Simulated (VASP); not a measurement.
Mg:

```
Mg
1.0
     3.20930    0.00000    0.00000
    -1.60465    2.77934    0.00000
     0.00000    0.00000    5.21030
Mg
2
Cartesian
  1.6047 0.9264 3.9077
  0.0000 1.8529 1.3026
```

| Item | Value |
| --- | --- |
| Program | VASP 6.6.1 |
| Task | relaxation of cell and atoms |
| Functional | optB86b-vdW |
| Potentials or basis | VASP PAW PBE potentials, release 64 (Mg) |
| Cutoff | 600 eV |
| k mesh | 10 × 10 × 5 |
| Occupations | fermi-dirac, width 0.05 eV |
| Spin | no spin polarisation |

At the start: pressure -0.9 GPa; volume 23.24 Å³/atom.

How do energy, volume and symmetry change on relaxing?

Over 7 steps the energy falls by 4.2 meV/atom and the volume is 22.68 Å³/atom (-2.4 %); space group P6_3/mmc (No. 194, to 0.05 Å).

The path:
| step | energy change (eV) | largest force (eV/Å) | pressure (GPa) | volume (Å³) |
| --- | --- | --- | --- | --- |
| 1 | 0.0000 | 0.0000 | -0.88 | 46.47 |
| 2 | -0.0050 | 0.0000 | -0.23 | 45.62 |
| 3 | -0.0063 | 0.0000 | 0.31 | 44.96 |
| 4 | -0.0079 | 0.0000 | 0.29 | 45.00 |
| 5 | -0.0080 | 0.0000 | 0.29 | 45.01 |
| 6 | -0.0083 | 0.0000 | 0.02 | 45.34 |
| 7 | -0.0083 | 0.0000 | 0.00 | 45.36 |

Final structure:
```cif
data_structure
_symmetry_space_group_name_H-M 'P 1'
_symmetry_Int_Tables_number 1
_cell_length_a 3.1525
_cell_length_b 3.1525
_cell_length_c 5.2707
_cell_angle_alpha 90.000
_cell_angle_beta 90.000
_cell_angle_gamma 120.000
_cell_volume 45.36
loop_
_atom_site_label
_atom_site_type_symbol
_atom_site_fract_x
_atom_site_fract_y
_atom_site_fract_z
_atom_site_occupancy
Mg1 Mg 0.66667 0.33333 0.75000 1
Mg2 Mg 0.33333 0.66667 0.25000 1
```

Caveat: the PAW data sets were made with another functional, which shifts forces and pressure a little.
